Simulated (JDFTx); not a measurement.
# CdS (Greenockite) (P6_3mc) in JDFTx: equation of state

Aim: energy against volume of CdS (Greenockite) in PBEsol, for its equilibrium volume and stiffness.

All numbers are computed with JDFTx 1.7.0 (patched build); they aren't measurements. Logs are shortened: lines on timing, memory, paths and dates and some standing lists are left out, and cuts for length are marked. The log counts tension as positive stress, the text compression.

### Step 1. Starting point

It takes space group P6_3mc (No. 186, hexagonal). Conventional cell: a = 4.150 Å, b = 4.150 Å, c = 6.737 Å, α = 90.00°, β = 90.00°, γ = 120.00°. Cd (site symmetry 3m) is surrounded by 4 S at 2.53 to 2.54 Å. S (site symmetry 3m) is surrounded by 4 Cd at 2.53 to 2.54 Å.

### Step 2. Equation of state, PBEsol, 23.61 Å³/atom (volume scaled by 0.94)

The input, CdS.in:

```
lattice \
    7.6822702630    -3.8411351315     0.0000000000 \
    0.0000000000     6.6530412065     0.0000000000 \
    0.0000000000     0.0000000000    12.4711939185
coords-type Lattice
ion Cd     0.6666666667     0.3333333333     0.5000000000 1
ion Cd     0.3333333333     0.6666666667     0.0000000000 1
ion S      0.6666666667     0.3333333333     0.8750000000 1
ion S      0.3333333333     0.6666666667     0.3750000000 1

ion-species pseudo/Cd.upf
ion-species pseudo/S.upf
elec-cutoff 51 408
elec-ex-corr gga-PBEsol
kpoint-folding 7 7 4
elec-smearing Fermi 0.0018374661
elec-n-bands 34
electronic-SCF nIterations 100 energyDiffThreshold 1e-09
electronic-minimize nIterations 30 energyDiffThreshold 1e-7
forces-output-coords Cartesian

dump-name run.$VAR
dump End Ecomponents EigStats BandEigs Kpoints Forces Stress
```

Potentials or basis: PseudoDojo-SR-PBEsol-0.4.1-standard with smoothed tails.

Started as:

```
$ jdftx -c 1 -i CdS.in -o CdS.out
```

What it wrote:

```text
*************** JDFTx 1.7.0 (patched build) ***************

Input parsed successfully to the following command list (including defaults):
[... the input with its defaults ...]

---------- Setting up symmetries ----------

Found 24 point-group symmetries of the bravais lattice
Found 12 space-group symmetries with basis
Applied RMS atom displacement 4.43536e-10 bohrs to make symmetries exact.

---------- Initializing the Grid ----------
R =
[      7.68227     -3.84114            0  ]
[            0      6.65304            0  ]
[            0            0      12.4712  ]
unit cell volume = 637.408
G =
[   0.817881   0.472204         -0  ]
[          0   0.944408          0  ]
[          0         -0   0.503816  ]
Minimum fftbox size, Smin = [  72  72  116  ]
Chosen fftbox size, S = [  72  72  120  ]

---------- Initializing tighter grid for wavefunction operations ----------
R =
[      7.68227     -3.84114            0  ]
[            0      6.65304            0  ]
[            0            0      12.4712  ]
unit cell volume = 637.408
G =
[   0.817881   0.472204         -0  ]
[          0   0.944408          0  ]
[          0         -0   0.503816  ]
Minimum fftbox size, Smin = [  52  52  84  ]
Chosen fftbox size, S = [  54  54  84  ]

---------- Exchange Correlation functional ----------
Initalized PBEsol GGA exchange.
Initalized PBEsol GGA correlation.

---------- Setting up pseudopotentials ----------
Width of ionic core gaussian charges (only for fluid interactions / plotting) set to 0

Reading pseudopotential file 'pseudo/Cd.upf':
  'Cd' pseudopotential, 'PBESOL' functional
  Generated using ONCVPSP code by D. R. Hamann
  20 valence electrons, 4 orbitals, 6 projectors, 1001 radial grid points, with lMax = 2
    4S    l: 0   occupation:  2.0   eigenvalue: -3.888393
    4P    l: 1   occupation:  6.0   eigenvalue: -2.458287
    4D    l: 2   occupation: 10.0   eigenvalue: -0.431057
    5S    l: 0   occupation:  2.0   eigenvalue: -0.209481
  Core radius for overlap checks: 1.32 bohrs.

Reading pseudopotential file 'pseudo/S.upf':
  'S' pseudopotential, 'PBESOL' functional
  Generated using ONCVPSP code by D. R. Hamann
  6 valence electrons, 2 orbitals, 6 projectors, 1001 radial grid points, with lMax = 2
    3S    l: 0   occupation:  2.0   eigenvalue: -0.631879
    3P    l: 1   occupation:  4.0   eigenvalue: -0.256451
  Core radius for overlap checks: 1.58 bohrs.

Initialized 2 species with 4 total atoms.

Folded 1 k-points by 7x7x4 to 196 k-points.

---------- Setting up k-points, bands, fillings ----------
Adding inversion symmetry to k-mesh for non-inversion-symmetric unit cell.
Reduced to 24 k-points under symmetry.
Computing the number of bands and number of electrons
Calculating initial fillings.
nElectrons:  52.000000   nBands: 34   nStates: 24

----- Setting up reduced wavefunction bases (one per k-point) -----
average nbasis = 11088.423 , ideal nbasis = 11088.354

---------- Setting up ewald sum ----------
Optimum gaussian width for ewald sums = 2.725039 bohr.
Real space sum over 1089 unit cells with max indices [  5  5  4  ]
Reciprocal space sum over 2873 terms with max indices [  6  6  8  ]

---------- Allocating electronic variables ----------
Initializing wave functions:  linear combination of atomic orbitals
Note: number of bands (34) exceeds available atomic orbitals (28)
Cd pseudo-atom occupations:   s ( 2 2 )  p ( 6 )  d ( 10 )
S pseudo-atom occupations:   s ( 2 )  p ( 4 )
	FillingsUpdate:  mu: +0.365942761  nElectrons: 52.000000
LCAOMinimize: Iter:   0  F: -356.2520975406833941  |grad|_K:  2.628e-03  alpha:  1.000e+00
	FillingsUpdate:  mu: +0.334190434  nElectrons: 52.000000
LCAOMinimize: Iter:   1  F: -356.3132862618003287  |grad|_K:  3.764e-05  alpha:  6.132e-01  linmin: -5.656e-03  cgtest: -1.757e-02
	FillingsUpdate:  mu: +0.334010232  nElectrons: 52.000000
LCAOMinimize: Iter:   2  F: -356.3133037429377055  |grad|_K:  2.563e-06  alpha:  8.910e-01  linmin:  1.191e-02  cgtest: -7.311e-02
	FillingsUpdate:  mu: +0.334037090  nElectrons: 52.000000
LCAOMinimize: Iter:   3  F: -356.3133038157408805  |grad|_K:  6.177e-07  alpha:  8.095e-01  linmin: -1.342e-04  cgtest:  5.555e-02
	FillingsUpdate:  mu: +0.334034118  nElectrons: 52.000000
LCAOMinimize: Iter:   4  F: -356.3133038195484801  |grad|_K:  3.649e-08  alpha:  7.191e-01  linmin: -3.582e-04  cgtest: -6.079e-03
LCAOMinimize: Converged (|Delta F|<1.000000e-06 for 2 iters).

-------- Electronic minimization -----------
Will mix electronic density at each iteration.
	FillingsUpdate:  mu: +0.334034118  nElectrons: 52.000000
	FillingsUpdate:  mu: +0.322683257  nElectrons: 52.000000
SCF: Cycle:  0   F: -356.459468604329572   dF: -1.462e-01   |Residual|: 1.816e-01   |deigs|: 1.133e-01
	FillingsUpdate:  mu: +0.306400012  nElectrons: 52.000000
SCF: Cycle:  1   F: -356.510710283897311   dF: -5.124e-02   |Residual|: 5.692e-02   |deigs|: 1.744e-02
	FillingsUpdate:  mu: +0.301293845  nElectrons: 52.000000
SCF: Cycle:  2   F: -356.513913093276471   dF: -3.203e-03   |Residual|: 1.404e-02   |deigs|: 3.792e-03
	FillingsUpdate:  mu: +0.301571816  nElectrons: 52.000000
SCF: Cycle:  3   F: -356.513996132863042   dF: -8.304e-05   |Residual|: 5.126e-03   |deigs|: 7.757e-04
	FillingsUpdate:  mu: +0.301849889  nElectrons: 52.000000
SCF: Cycle:  4   F: -356.514012078283656   dF: -1.595e-05   |Residual|: 8.531e-04   |deigs|: 6.685e-04
	FillingsUpdate:  mu: +0.301881104  nElectrons: 52.000000
SCF: Cycle:  5   F: -356.514016813672697   dF: -4.735e-06   |Residual|: 4.018e-04   |deigs|: 3.054e-05
	FillingsUpdate:  mu: +0.301962519  nElectrons: 52.000000
SCF: Cycle:  6   F: -356.514019313751135   dF: -2.500e-06   |Residual|: 1.244e-04   |deigs|: 8.663e-05
	FillingsUpdate:  mu: +0.301957055  nElectrons: 52.000000
SCF: Cycle:  7   F: -356.514020651610451   dF: -1.338e-06   |Residual|: 5.500e-05   |deigs|: 2.200e-05
	FillingsUpdate:  mu: +0.301960008  nElectrons: 52.000000
SCF: Cycle:  8   F: -356.514021400636352   dF: -7.490e-07   |Residual|: 3.734e-05   |deigs|: 1.552e-05
	FillingsUpdate:  mu: +0.301964010  nElectrons: 52.000000
SCF: Cycle:  9   F: -356.514021780746248   dF: -3.801e-07   |Residual|: 2.746e-05   |deigs|: 1.155e-05
	FillingsUpdate:  mu: +0.301966008  nElectrons: 52.000000
SCF: Cycle: 10   F: -356.514021971581656   dF: -1.908e-07   |Residual|: 1.023e-05   |deigs|: 1.036e-05
	FillingsUpdate:  mu: +0.301966903  nElectrons: 52.000000
SCF: Cycle: 11   F: -356.514022070133535   dF: -9.855e-08   |Residual|: 3.459e-06   |deigs|: 8.816e-06
	FillingsUpdate:  mu: +0.301966922  nElectrons: 52.000000
SCF: Cycle: 12   F: -356.514022121952962   dF: -5.182e-08   |Residual|: 5.230e-06   |deigs|: 7.556e-06
	FillingsUpdate:  mu: +0.301967057  nElectrons: 52.000000
SCF: Cycle: 13   F: -356.514022144910939   dF: -2.296e-08   |Residual|: 6.445e-06   |deigs|: 6.792e-06
	FillingsUpdate:  mu: +0.301966959  nElectrons: 52.000000
SCF: Cycle: 14   F: -356.514022157378690   dF: -1.247e-08   |Residual|: 1.068e-05   |deigs|: 6.246e-06
	FillingsUpdate:  mu: +0.301967214  nElectrons: 52.000000
SCF: Cycle: 15   F: -356.514022162376136   dF: -4.997e-09   |Residual|: 5.746e-06   |deigs|: 5.935e-06
	FillingsUpdate:  mu: +0.301967352  nElectrons: 52.000000
SCF: Cycle: 16   F: -356.514022164988205   dF: -2.612e-09   |Residual|: 4.563e-06   |deigs|: 8.686e-06
	FillingsUpdate:  mu: +0.301967852  nElectrons: 52.000000
SCF: Cycle: 17   F: -356.514022166150085   dF: -1.162e-09   |Residual|: 5.376e-06   |deigs|: 6.401e-06
	FillingsUpdate:  mu: +0.301967749  nElectrons: 52.000000
SCF: Cycle: 18   F: -356.514022166973859   dF: -8.238e-10   |Residual|: 3.980e-06   |deigs|: 5.621e-06
	FillingsUpdate:  mu: +0.301967702  nElectrons: 52.000000
SCF: Cycle: 19   F: -356.514022167239318   dF: -2.655e-10   |Residual|: 4.800e-06   |deigs|: 3.932e-06
SCF: Converged (|Delta E|<1.000000e-09 for 2 iters).

Setting wave functions to eigenvectors of Hamiltonian

# Stress tensor in Cartesian coordinates [Eh/a0^3]:
[ -9.58467e-05            0            0  ]
[            0 -9.58467e-05            0  ]
[            0            0 -0.000122888  ]

# Ionic positions in lattice coordinates:
ion Cd   0.666666666666667   0.333333333333333   0.500000000000000 1
ion Cd   0.333333333333333   0.666666666666667   0.000000000000000 1
ion S   0.666666666666667   0.333333333333333   0.875000000000000 1
ion S   0.333333333333333   0.666666666666667   0.375000000000000 1

# Forces in Cartesian coordinates:
force Cd   0.000000000000000   0.000000000000000  -0.001514376964057 1
force Cd   0.000000000000000  -0.000000000000000  -0.001514376964057 1
force S  -0.000000000000000  -0.000000000000000   0.001515689559039 1
force S  -0.000000000000000   0.000000000000000   0.001515689559039 1

# Energy components:
   Eewald =     -201.9212647184195646
       EH =      128.1435655513005827
     Eloc =     -386.0705201313623434
      Enl =       11.1249986717198723
      Exc =      -54.4723197040625138
 Exc_core =       16.0266883493300192
       KE =      130.6548298200148963
-------------------------------------
     Etot =     -356.5140221614790335
       TS =        0.0000000057602790
-------------------------------------
        F =     -356.5140221672393182

IonicMinimize: Iter:   0  F: -356.514022167239318  |grad|_K:  8.747e-04
IonicMinimize: None of the convergence criteria satisfied after 0 iterations.

#--- Lowdin population analysis ---
# oxidation-state Cd +1.275 +1.275
# oxidation-state S -1.073 -1.073

Dumping 'run.eigStats' ...
	eMin: -3.445409 at state 0 ( [ +0.000000 +0.000000 +0.000000 ] spin 0 )
	HOMO: +0.279065 at state 0 ( [ +0.000000 +0.000000 +0.000000 ] spin 0 )
	mu  : +0.301968
	LUMO: +0.322861 at state 0 ( [ +0.000000 +0.000000 +0.000000 ] spin 0 )
	eMax: +0.643123 at state 9 ( [ +0.000000 +0.428571 +0.000000 ] spin 0 )
	HOMO-LUMO gap: +0.043795
	Optical gap  : +0.043795 at state 0 ( [ +0.000000 +0.000000 +0.000000 ] spin 0 )
Done!
[note: the Lowdin charges miss the electrons that lie outside the files' atomic orbitals]
[note: mu as printed may lie anywhere between the filled and the empty levels]
```

It took 9.4 min on 1 thread of AMD EPYC 7R43 (Zen 3), shared host; peak memory 0.51 GiB.

Results:

| Property | Result |
| --- | --- |
| Free energy | -9701.2408 eV |
| Pressure | 3.1 GPa |
| Largest force | 0.078 eV/Å |
| Band gap on the k mesh | 1.19 eV, direct |

### Step 3. Equation of state, PBEsol, 24.12 Å³/atom (volume scaled by 0.96)

CdS.in: that of step 2 with these lines changed.

```diff
@@ -1,5 +1,5 @@
 lattice \
-    7.6822702630    -3.8411351315     0.0000000000 \
-    0.0000000000     6.6530412065     0.0000000000 \
-    0.0000000000     0.0000000000    12.4711939185
+    7.7363725403    -3.8681862702     0.0000000000 \
+    0.0000000000     6.6998951530     0.0000000000 \
+    0.0000000000     0.0000000000    12.5590221215
 coords-type Lattice
```

Potentials or basis: PseudoDojo-SR-PBEsol-0.4.1-standard with smoothed tails.

Started as:

```
$ jdftx -c 1 -i CdS.in -o CdS.out
```

Run time: 11 min. Hardware: 1 thread of AMD EPYC 7R43 (Zen 3), shared host; peak memory 0.54 GiB.

The run converged. Its results:

```
Free energy            : -9701.2703 eV
Pressure               : 1.6 GPa
Largest force          : 0.074 eV/Å
Band gap on the k mesh : 1.15 eV, direct
Loewdin charges        : Cd +1.27; S -1.07 e
```

### Step 4. Equation of state, PBEsol, 24.62 Å³/atom (volume scaled by 0.98)

CdS.in: that of step 3 with these lines changed.

```diff
@@ -1,5 +1,5 @@
 lattice \
-    7.7363725403    -3.8681862702     0.0000000000 \
-    0.0000000000     6.6998951530     0.0000000000 \
-    0.0000000000     0.0000000000    12.5590221215
+    7.7897285198    -3.8948642599     0.0000000000 \
+    0.0000000000     6.7461027866     0.0000000000 \
+    0.0000000000     0.0000000000    12.6456388042
 coords-type Lattice
```

Started as:

```
$ jdftx -c 1 -i CdS.in -o CdS.out
```

Run time: 9.7 min. Hardware: 1 thread of AMD EPYC 7R43 (Zen 3), shared host; peak memory 0.56 GiB.

It converged, with:

```
Free energy            : -9701.2820 eV
Pressure               : 0.2 GPa
Largest force          : 0.069 eV/Å
Band gap on the k mesh : 1.10 eV, direct
Loewdin charges        : Cd +1.26; S -1.07 e
```

### Step 5. Equation of state, PBEsol, 25.12 Å³/atom

CdS.in: that of step 4 with these lines changed.

```diff
@@ -1,5 +1,5 @@
 lattice \
-    7.7897285198    -3.8948642599     0.0000000000 \
-    0.0000000000     6.7461027866     0.0000000000 \
-    0.0000000000     0.0000000000    12.6456388042
+    7.8423634172    -3.9211817086     0.0000000000 \
+    0.0000000000     6.7916859450     0.0000000000 \
+    0.0000000000     0.0000000000    12.7310849016
 coords-type Lattice
```

Started as:

```
$ jdftx -c 1 -i CdS.in -o CdS.out
```

Run time: 9 min. Hardware: 1 thread of AMD EPYC 7R43 (Zen 3), shared host; peak memory 0.54 GiB.

Results (log left out):

| Property | Result |
| --- | --- |
| Free energy | -9701.2776 eV |
| Pressure | -1.0 GPa |
| Largest force | 0.066 eV/Å |
| Band gap on the k mesh | 1.06 eV, direct |
| Loewdin charges | Cd +1.26; S -1.06 e |

### Step 6. Equation of state, PBEsol, 25.62 Å³/atom (volume scaled by 1.02)

CdS.in: that of step 5 with these lines changed.

```diff
@@ -1,5 +1,5 @@
 lattice \
-    7.8423634172    -3.9211817086     0.0000000000 \
-    0.0000000000     6.7916859450     0.0000000000 \
-    0.0000000000     0.0000000000    12.7310849016
+    7.8943011124    -3.9471505561     0.0000000000 \
+    0.0000000000     6.8366653084     0.0000000000 \
+    0.0000000000     0.0000000000    12.8153991793
 coords-type Lattice
```

Potentials or basis: PseudoDojo-SR-PBEsol-0.4.1-standard with smoothed tails.

Started as:

```
$ jdftx -c 1 -i CdS.in -o CdS.out
```

It took 11 min on 1 thread of AMD EPYC 7R43 (Zen 3), shared host; peak memory 0.55 GiB.

Results (log left out):

- Free energy: -9701.2590 eV
- Pressure: -2.1 GPa
- Largest force: 0.062 eV/Å
- Band gap on the k mesh: 1.01 eV, direct
- Loewdin charges: Cd +1.25; S -1.06 e

### Step 7. Equation of state, PBEsol, 26.13 Å³/atom (volume scaled by 1.04)

CdS.in: that of step 6 with these lines changed.

```diff
@@ -1,5 +1,5 @@
 lattice \
-    7.8943011124    -3.9471505561     0.0000000000 \
-    0.0000000000     6.8366653084     0.0000000000 \
-    0.0000000000     0.0000000000    12.8153991793
+    7.9455642444    -3.9727821221     0.0000000000 \
+    0.0000000000     6.8810604829     0.0000000000 \
+    0.0000000000     0.0000000000    12.8986183888
 coords-type Lattice
```

Started as:

```
$ jdftx -c 1 -i CdS.in -o CdS.out
```

Run time: 12 min. Hardware: 1 thread of AMD EPYC 7R43 (Zen 3), shared host; peak memory 0.6 GiB.

The run converged. Its results:

- Free energy: -9701.2276 eV
- Pressure: -3.0 GPa
- Largest force: 0.058 eV/Å
- Band gap on the k mesh: 0.97 eV, direct
- Loewdin charges: Cd +1.25; S -1.05 e

### Step 8. Equation of state, PBEsol, 26.63 Å³/atom (volume scaled by 1.06)

CdS.in: that of step 7 with these lines changed.

```diff
@@ -1,5 +1,5 @@
 lattice \
-    7.9455642444    -3.9727821221     0.0000000000 \
-    0.0000000000     6.8810604829     0.0000000000 \
-    0.0000000000     0.0000000000    12.8986183888
+    7.9961742984    -3.9980871491     0.0000000000 \
+    0.0000000000     6.9248900754     0.0000000000 \
+    0.0000000000     0.0000000000    12.9807774091
 coords-type Lattice
```

Started as:

```
$ jdftx -c 1 -i CdS.in -o CdS.out
```

Run time: 12 min. Hardware: 1 thread of AMD EPYC 7R43 (Zen 3), shared host; peak memory 0.59 GiB.

It converged, with:

```yaml
Free_energy: -9701.1849 eV
Pressure: -3.9 GPa
Largest_force: 0.054 eV/Å
Band_gap_on_the_k_mesh: 0.92 eV, direct
Loewdin_charges: Cd +1.24; S -1.05 e
```

### Step 9. Equation of state, PBEsol

Potentials or basis: PseudoDojo-SR-PBEsol-0.4.1-standard with smoothed tails.

No new run: the results of the series are fitted here.

Results:

```yaml
Equilibrium_volume: 24.72 Å³/atom
Bulk_modulus_at_fixed_shape_and_positions: 61 GPa
Pressure_derivative_of_the_bulk_modulus: 4.6
```

Energy against volume, from the lowest point:
```csv
volume (Å³/atom),energy (meV/atom)
23.614,10.31
24.116,2.92
24.618,0.00
25.121,1.09
25.623,5.76
26.126,13.59
26.628,24.27
```

Caveat: the cell was scaled at fixed shape and fractional positions, which overstates the stiffness of a crystal with free parameters, most of all of layers and chains.
